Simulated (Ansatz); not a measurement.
**CoSi (Pm-3m): spiral energies by the generalised Bloch theorem**

```yaml
crystal:
  lattice:
    - [2.78133, 0.00000, 0.00000]
    - [0.00000, 2.78133, 0.00000]
    - [0.00000, 0.00000, 2.78133]
  atoms:
    - { symbol: Co, position: [0.00000, 0.00000, 0.00000] }
    - { symbol: Si, position: [0.50000, 0.50000, 0.50000] }
```

Geometry: a structure from the Materials Project; nothing is relaxed.

Functional, mesh and filling: PBE, 12×12×12 k mesh, Fermi–Dirac smearing of 0.03 eV. PAW means Ansatz 0.2.0 on its default frozen-core files. Site moments are integrated in spheres about the atoms. Start moments (μB): Co1 0.6.

Flat spirals without spin–orbit coupling: moments start in the xy plane and turn about z by q·R from cell to cell, and their directions inside a cell are free. q runs from Γ to M = (0.500, 0.500, 0.000) in reciprocal cell vectors. Energies count from each method's run at q = 0. Each q is a vector of the k mesh, and the mesh is shifted by q/2 where needed, so that both spin components are sampled on the same points as at q = 0. In Ansatz a GGA is taken by the program's default for non-collinear spins.

```
fraction of Γ–M  q (1/Å)  ΔF PAW (meV/cell)  largest moment, PAW (μB)
          0.000    0.000                0.0                      0.62
          0.167    0.266               +1.6                      0.61
          0.333    0.532               +6.7                      0.53
          0.500    0.799              +14.4                      0.43
          0.667    1.065              +21.6                      0.06
          0.833    1.331              +21.6                      0.00
          1.000    1.597              +21.6                      0.00
```

q = 0 is the lowest point, but the next lies within 2.0 meV per cell, which this mesh may not resolve.

The Ansatz runs typed with the search for lower states off end where their start leads. These are results for the start and cell typed. The real compound can order otherwise, in a larger cell, or not at all, since semilocal functionals without spin fluctuations often overstate magnetism; near a collapse of the moment, mesh and smearing move it by tens of per cent.
